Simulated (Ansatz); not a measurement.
# TiAl: a line through an energy map, part 2 of 2

How does the energy of TiAl (Pm-3m, No. 221; 2 atoms in the cell) vary with normal strain along y, at normal strain along x = −7.3 %?

Ansatz 0.2.0; DFT PBEsol, scalar-relativistic, plane waves, PAW. Earlier steps stand in the parts before.

## Step 6: Grid point (−7.3 %, 3.7 %)

Contents of input.yaml:

```yaml
crystal:
  lattice:
    - [2.9250135934, 0.0, 0.0]
    - [0.0, 3.272214948, 0.0]
    - [0.0, 0.0, 3.1563759506]
  atoms:
    - { symbol: Ti, position: [0.0, 0.0, 0.0] }
    - { symbol: Al, position: [0.5, 0.5, 0.5] }
basis:
  ecutwfc: 520.0
kpoints:
  mp_grid: { grid: [14, 14, 14] }
hamiltonian:
  xc: pbesol
scf:
  occupations: { method: gaussian, width: 0.15 }
output:
  forces: true
  stress: true
  eigenvalues: true
```

Started as:

```bash
$ ansatz run input.yaml --threads 1 --pin off --max-ram 2048MiB --backend cpu --events-out ev --progress --plain --runs-dir out
```

The log of the run:

```text
Warning: RAYON_NUM_THREADS=1 ignored (pool sized by the plan → 1); use --threads N
Engine: ansatz 0.2.0, aarch64-unknown-linux-gnu
Pseudopotentials: kind: paw
Pseudopotential: Ti, paw, valence charge 12, recommended cutoff 420 eV (normal), Ti.paw.azcp
Pseudopotential: Al, paw, valence charge 3, recommended cutoff 420 eV (normal), Al.paw.azcp
Functional definition: PBEsol
  exchange = pbesol_x
  correlation = pbesol_c
Crystal: 2 atoms, lattice volume = 30.211 Å³
Basis set: ecut = 520 eV, 801 PW (Γ), exchange–correlation on 48×50×48 points (8 copies of the dense FFT grid, shifted against one another)
Bands: 12, of which v1, the nominal top of the filled ones, is band 8 counted from 1 (7 counted from 0)
Symmetry: 8 space group operations
Space group: Pmmm (ITA 47), of the structure as read, at distance tolerance 3.1e-5 Å
k-points: 512 of 2744
Non-local potential: Ti, projectors of the file, l = 0: 3, l = 1: 2, l = 2: 3, l = 3: 1
Non-local potential: Al, projectors of the file, l = 0: 2, l = 1: 2, l = 2: 1
PAW form: soft (Blöchl's): semilocal exchange-correlation on the pseudo side does not see the compensation charge
PAW frozen core: Ti, regenerated for the run's functional, and the local potential with it (the file was generated under x = pbe(κ = 0.804, μ = 0.2195149727645171), c = pbe(β = 0.06672455060314922))
PAW frozen core: Al, regenerated for the run's functional, and the local potential with it (the file was generated under x = pbe(κ = 0.804, μ = 0.2195149727645171), c = pbe(β = 0.06672455060314922))
PAW one-centre angular grid: Ti, 590 points (default); XC on 64 Gauss nodes
PAW one-centre angular grid: Al, 110 points (default); XC on 64 Gauss nodes
Initial density: superposition of atomic densities (neutral atoms: chi_scale 0, normalization atom), corrected by the library's trained network
Initial wavefunctions: pseudopotential atomic-orbital guess
Functional: x = pbesol(κ = 0.804, μ = 0.12345679012345678), c = pbesol(β = 0.046)
SCF iter   1: F=—  HF=-2999.003598 eV  |F-HF|=—  |Δ(HF+E_count)|=         —  Δρ=4.45e-3  dr2=9.56e-3  ethr=1.77e-3  ⟨swp⟩=5.0  Hψ=31317  notcnv=0
preconditioner: auto → none  [metal: Δε(μ)=0.007 eV  Ē_g=5.584 eV  σ=0.150 eV  W_gap=0.02  n_scr=6 (ndim 8)  ℏωp=17.9 eV  f_vac=0.000  D(μ)=2.41/eV (n_scr^D=26)  sad-step TF]
SCF iter   2: F=—  HF=-2999.002257 eV  |F-HF|=—  |Δ(HF+E_count)|=   1.34e-3  Δρ=3.25e-3  dr2=5.73e-3  ethr=6.37e-5  ⟨swp⟩=1.0  Hψ=10240  notcnv=0
SCF iter   3: F=—  HF=-2999.000806 eV  |F-HF|=—  |Δ(HF+E_count)|=   1.45e-3  Δρ=4.30e-4  dr2=3.27e-5  ethr=3.82e-5  ⟨swp⟩=2.1  Hψ=7465  notcnv=0
SCF iter   4: F=—  HF=-2999.000771 eV  |F-HF|=—  |Δ(HF+E_count)|=   3.49e-5  Δρ=7.94e-5  dr2=1.02e-6  ethr=2.18e-7  ⟨swp⟩=2.8  Hψ=10130  notcnv=0
SCF iter   5: F=—  HF=-2999.000771 eV  |F-HF|=—  |Δ(HF+E_count)|=   1.61e-7  Δρ=2.03e-5  dr2=1.37e-7  ethr=6.80e-9  ⟨swp⟩=2.1  Hψ=8315  notcnv=0
SCF iter   6: F=-2999.000771 eV  HF=-2999.000771 eV  |F-HF|=2.90e-10  |Δ(HF+E_count)|=   4.41e-8  Δρ=2.79e-6  dr2=1.03e-9  ethr=6.67e-10  ⟨swp⟩=4.2  Hψ=18179  notcnv=0
SCF 1 converged in 6 iterations: F = -2999.000771 eV  dr2 = 1.03e-9
SCF converged after 6 iterations
Free energy (F): -2999.000771 eV
Harris-Foulkes:  -2999.000771 eV  (|F-HF|=2.90e-10)
Internal energy: -2998.973599 eV  (E = F + TS)
E sigma→0 (E₀):  -2998.987185 eV
Entropy (-TS):   -0.027172 eV (-13.586 meV/atom)
Fermi energy:    12.128019 eV
--- Per-component energies (eV) ---
  E_band       = -149.758802
  E_kinetic    = 299.180694
  E_local      = -994.850648  (includes V_loc(G=0)·N_el)
  E_nonlocal   = 21.041216
  E_hartree    = 426.492476
  E_xc         = -137.627700
  E_vxc        = -152.641267  (∫ρ·V_xc dr)
  E_paw        = -1478.273113  (= ΣΔE_a)
  E_vpaw       = -175.473789  (= ΣTr[D̂ρ^β])
  E_aug_tail   = 0.000057  (compensation charges beyond the density's cutoff)
  E_ewald      = -1135.095104
  E_core_change = 0.158523  (= ΣΔE_core)
  E_smearing   = -0.027172  (= −TS)
  E_closure    = 0.000000  (closes the sum)
  Σ components = -2999.000771   (vs F -2999.000771, Δ=0.00e0)
--- Forces (eV/Å), atoms counted from 1 ---
  atom   1  Ti     0.00000000     0.00000000     0.00000000
  atom   2  Al     0.00000000     0.00000000     0.00000000
  max |Σ_I F_I| component: 9.86e-32 eV/Å
--- Stress (GPa, compression-positive) ---
        4.846873       0.000000       0.000000
        0.000000       8.168582       0.000000
        0.000000       0.000000       3.363177
  P = ⅓ Tr σ = 5.4595 GPa (54.595 kbar)
--- Band table (eV; the first three rows and the last of 512) ---
  k-point 0: bands = ["-44.3111", "-20.6858", "-20.6453", "-20.4962", "2.6504", "10.4541", "10.7059", "13.7929", "14.2826", "14.4372", "15.5687", "16.5151"]
  k-point 1: bands = ["-44.3103", "-20.6849", "-20.6551", "-20.4955", "2.7341", "10.4458", "10.7060", "13.5639", "14.2921", "14.3463", "15.8594", "16.1953"]
  k-point 2: bands = ["-44.3079", "-20.6825", "-20.6823", "-20.4934", "2.9827", "10.3160", "10.7621", "13.1115", "14.1141", "14.3188", "15.5719", "16.4995"]
  k-point 511: bands = ["-44.2435", "-20.8224", "-20.7701", "-20.7523", "8.9267", "8.9270", "8.9339", "13.2696", "15.0128", "15.0596", "15.2364", "15.5062"]
```

Run time: 11 s. Hardware: 1 thread of Arm Neoverse V2, shared host; peak memory 0.5 GiB.

Energy on the map's scale: −0.40 meV/atom.

## Step 7: The run at (−7.3 %, 11.0 %)

Changes to input.yaml since step 6:

```diff
@@ -3,3 +3,3 @@
     - [2.9250135934, 0.0, 0.0]
-    - [0.0, 3.272214948, 0.0]
+    - [0.0, 3.5035773052, 0.0]
     - [0.0, 0.0, 3.1563759506]
@@ -20 +20,5 @@
   eigenvalues: true
+  write_density: true
+  write_potential: true
+  elf: true
+  volumetric_format: npy
```

Started as:

```bash
$ ansatz run input.yaml --threads 1 --pin off --max-ram 2048MiB --backend cpu --events-out ev --progress --plain --runs-dir out
```

The log of the run:

```text
Warning: RAYON_NUM_THREADS=1 ignored (pool sized by the plan → 1); use --threads N
Engine: ansatz 0.2.0, aarch64-unknown-linux-gnu
Pseudopotentials: kind: paw
Pseudopotential: Ti, paw, valence charge 12, recommended cutoff 420 eV (normal), Ti.paw.azcp
Pseudopotential: Al, paw, valence charge 3, recommended cutoff 420 eV (normal), Al.paw.azcp
Functional definition: PBEsol
  exchange = pbesol_x
  correlation = pbesol_c
Crystal: 2 atoms, lattice volume = 32.347 Å³
Basis set: ecut = 520 eV, 881 PW (Γ), exchange–correlation on 48×54×48 points (8 copies of the dense FFT grid, shifted against one another)
Bands: 12, of which v1, the nominal top of the filled ones, is band 8 counted from 1 (7 counted from 0)
Symmetry: 8 space group operations
Space group: Pmmm (ITA 47), of the structure as read, at distance tolerance 3.2e-5 Å
k-points: 512 of 2744
Non-local potential: Ti, projectors of the file, l = 0: 3, l = 1: 2, l = 2: 3, l = 3: 1
Non-local potential: Al, projectors of the file, l = 0: 2, l = 1: 2, l = 2: 1
PAW form: soft (Blöchl's): semilocal exchange-correlation on the pseudo side does not see the compensation charge
PAW frozen core: Ti, regenerated for the run's functional, and the local potential with it (the file was generated under x = pbe(κ = 0.804, μ = 0.2195149727645171), c = pbe(β = 0.06672455060314922))
PAW frozen core: Al, regenerated for the run's functional, and the local potential with it (the file was generated under x = pbe(κ = 0.804, μ = 0.2195149727645171), c = pbe(β = 0.06672455060314922))
PAW one-centre angular grid: Ti, 590 points (default); XC on 64 Gauss nodes
PAW one-centre angular grid: Al, 110 points (default); XC on 64 Gauss nodes
Initial density: superposition of atomic densities (neutral atoms: chi_scale 0, normalization atom), corrected by the library's trained network
Initial wavefunctions: pseudopotential atomic-orbital guess
Functional: x = pbesol(κ = 0.804, μ = 0.12345679012345678), c = pbesol(β = 0.046)
SCF iter   1: F=—  HF=-2999.073809 eV  |F-HF|=—  |Δ(HF+E_count)|=         —  Δρ=3.80e-3  dr2=5.13e-3  ethr=1.77e-3  ⟨swp⟩=5.0  Hψ=30917  notcnv=0
preconditioner: auto → none  [metal: Δε(μ)=0.003 eV  Ē_g=5.278 eV  σ=0.150 eV  W_gap=0.01  n_scr=6 (ndim 8)  ℏωp=17.3 eV  f_vac=0.000  D(μ)=2.45/eV (n_scr^D=28)  sad-step TF]
SCF iter   2: F=—  HF=-2999.073006 eV  |F-HF|=—  |Δ(HF+E_count)|=   8.04e-4  Δρ=2.50e-3  dr2=3.14e-3  ethr=3.42e-5  ⟨swp⟩=1.0  Hψ=10240  notcnv=0
SCF iter   3: F=—  HF=-2999.072292 eV  |F-HF|=—  |Δ(HF+E_count)|=   7.14e-4  Δρ=3.86e-4  dr2=3.49e-5  ethr=2.10e-5  ⟨swp⟩=2.0  Hψ=7448  notcnv=0
SCF iter   4: F=—  HF=-2999.072259 eV  |F-HF|=—  |Δ(HF+E_count)|=   3.33e-5  Δρ=6.92e-5  dr2=1.22e-6  ethr=2.33e-7  ⟨swp⟩=2.5  Hψ=9347  notcnv=0
SCF iter   5: F=—  HF=-2999.072258 eV  |F-HF|=—  |Δ(HF+E_count)|=   1.97e-7  Δρ=2.19e-5  dr2=1.44e-7  ethr=8.16e-9  ⟨swp⟩=2.1  Hψ=8264  notcnv=0
SCF iter   6: F=-2999.072258 eV  HF=-2999.072258 eV  |F-HF|=2.25e-10  |Δ(HF+E_count)|=   3.16e-8  Δρ=1.79e-6  dr2=4.96e-10  ethr=6.67e-10  ⟨swp⟩=7.5  Hψ=34573  notcnv=0
SCF 1 converged in 6 iterations: F = -2999.072258 eV  dr2 = 4.96e-10
SCF converged after 6 iterations
Free energy (F): -2999.072258 eV
Harris-Foulkes:  -2999.072258 eV  (|F-HF|=2.25e-10)
Internal energy: -2999.044629 eV  (E = F + TS)
E sigma→0 (E₀):  -2999.058443 eV
Entropy (-TS):   -0.027630 eV (-13.815 meV/atom)
Fermi energy:    11.126671 eV
--- Per-component energies (eV) ---
  E_band       = -164.036647
  E_kinetic    = 296.343902
  E_local      = -1035.186461  (includes V_loc(G=0)·N_el)
  E_nonlocal   = 20.693370
  E_hartree    = 440.126319
  E_xc         = -136.520567
  E_vxc        = -151.198212  (∫ρ·V_xc dr)
  E_paw        = -1477.876150  (= ΣΔE_a)
  E_vpaw       = -174.941784  (= ΣTr[D̂ρ^β])
  E_aug_tail   = 0.000056  (compensation charges beyond the density's cutoff)
  E_ewald      = -1106.783620
  E_core_change = 0.158523  (= ΣΔE_core)
  E_smearing   = -0.027630  (= −TS)
  E_closure    = 0.000000  (closes the sum)
  Σ components = -2999.072258   (vs F -2999.072258, Δ=0.00e0)
--- Forces (eV/Å), atoms counted from 1 ---
  atom   1  Ti     0.00000000     0.00000000     0.00000000
  atom   2  Al     0.00000000     0.00000000     0.00000000
  max |Σ_I F_I| component: 1.58e-30 eV/Å
--- Stress (GPa, compression-positive) ---
       -3.570386       0.000000       0.000000
        0.000000       2.432480       0.000000
        0.000000       0.000000      -7.247918
  P = ⅓ Tr σ = -2.7953 GPa (-27.953 kbar)
--- Band table (eV; the first three rows and the last of 512) ---
  k-point 0: bands = ["-45.3906", "-21.8022", "-21.7042", "-21.5369", "2.0092", "9.5865", "9.9779", "12.6624", "13.1735", "13.3194", "13.5441", "15.8653"]
  k-point 1: bands = ["-45.3898", "-21.8012", "-21.7135", "-21.5362", "2.0915", "9.6084", "9.9626", "12.2730", "13.1831", "13.4673", "13.7655", "15.4459"]
  k-point 2: bands = ["-45.3875", "-21.7987", "-21.7394", "-21.5342", "2.3360", "9.5890", "9.9474", "11.7357", "13.2103", "13.2678", "14.4756", "14.6671"]
  k-point 511: bands = ["-45.3309", "-21.8611", "-21.8314", "-21.8045", "8.2404", "8.2596", "8.2777", "12.0425", "13.6500", "13.8429", "14.2587", "14.4476"]
```

Wall time 17 s (1 thread of Arm Neoverse V2, shared host); peak memory 0.5 GiB.

Density in a lattice plane of the grid's cell (edges 2.93 and 3.16 Å, at 0.000 of the third edge), which holds Ti.

Ten even steps from ' ' (0.17 e/Å³) to '@' (10.21 e/Å³):
```
@@@@%%**==::                      ::==**%%@@
%%##**==--..                      ..--==**##
++++==--..                          ..--==++
--::::..                              ..::::
..                                          
                                            
                                            
                                            
                                            
                                            
                                            
                                            
                                            
                                            
..                                          
--::::..                              ..::::
++++==--..                          ..--==++
%%##**==--..                      ..--==**##
@@@@%%**==::                      ::==**%%@@
@@@@%%##==::..                  ..::==##%%@@
```
Columns run along the first of these edges and rows up along the second, over one cell in 22 and 20 even steps from the bottom left corner. Atoms in the plane (fractional): Ti at (0.00, 0.00).

ELF in the same plane.

Values, 12 rows by 12 columns:
```
0.22 0.40 0.59 0.47 0.21 0.27 0.37 0.27 0.21 0.47 0.59 0.40
0.63 0.60 0.45 0.22 0.13 0.27 0.37 0.27 0.13 0.22 0.45 0.60
0.51 0.39 0.18 0.09 0.14 0.32 0.42 0.32 0.14 0.09 0.18 0.39
0.20 0.16 0.13 0.17 0.29 0.45 0.51 0.45 0.29 0.17 0.13 0.16
0.25 0.25 0.28 0.35 0.46 0.56 0.59 0.56 0.46 0.35 0.28 0.25
0.37 0.38 0.40 0.46 0.54 0.60 0.63 0.60 0.54 0.46 0.40 0.38
0.25 0.25 0.28 0.35 0.46 0.56 0.59 0.56 0.46 0.35 0.28 0.25
0.20 0.16 0.13 0.17 0.29 0.45 0.51 0.45 0.29 0.17 0.13 0.16
0.51 0.39 0.18 0.09 0.14 0.32 0.42 0.32 0.14 0.09 0.18 0.39
0.63 0.60 0.45 0.22 0.13 0.27 0.37 0.27 0.13 0.22 0.45 0.60
0.22 0.40 0.59 0.47 0.21 0.27 0.37 0.27 0.21 0.47 0.59 0.40
0.00 0.18 0.60 0.59 0.29 0.28 0.37 0.28 0.29 0.59 0.60 0.18
```
Columns run along the first of these edges and rows up along the second, over one cell in 12 and 12 even steps from the bottom left corner. Atoms in the plane (fractional): Ti at (0.00, 0.00).

Both are smooth fields of the valence electrons: close to the nuclei they are not physical.

The highest ELF values outside the cores: 0.72 beside Al, off the lines to its neighbours, 1.2 Å from Al.

Energy on the map's scale: −36 meV/atom.

## Step 8: Results

This closing draws on all 2 parts.

| normal strain along y (%) | step | energy (meV/atom) | slope (meV/atom per %) | pressure (GPa) |
| --- | --- | --- | --- | --- |
| −11.0 | – | 226 | −29.5 | 33.5 |
| −7.3 | 3 | 136 | −20.3 | 24.4 |
| −3.7 | 4 | 74 | −13.7 | 16.9 |
| 0.0 | 5 | 32 | −10.0 | 10.7 |
| 3.7 | 6 | −0.40 | −7.4 | 5.5 |
| 7.3 | – | −23 | −4.9 | 1.0 |
| 11.0 | 7 | −36 | −2.2 | −2.8 |

Energies count from the relaxed crystal. Rows without a step come from runs not printed here or follow by symmetry. Slopes come from the forces (and the stress, where the cell changes), not from differences of energies.

**Reading.** Along this line the energy keeps falling to 11.0 %, the edge of the range. The highest point computed, at −11.0 %, lies 263 meV/atom above the lowest. This is one cut through a surface in two coordinates; the map's lowest point lies off it.
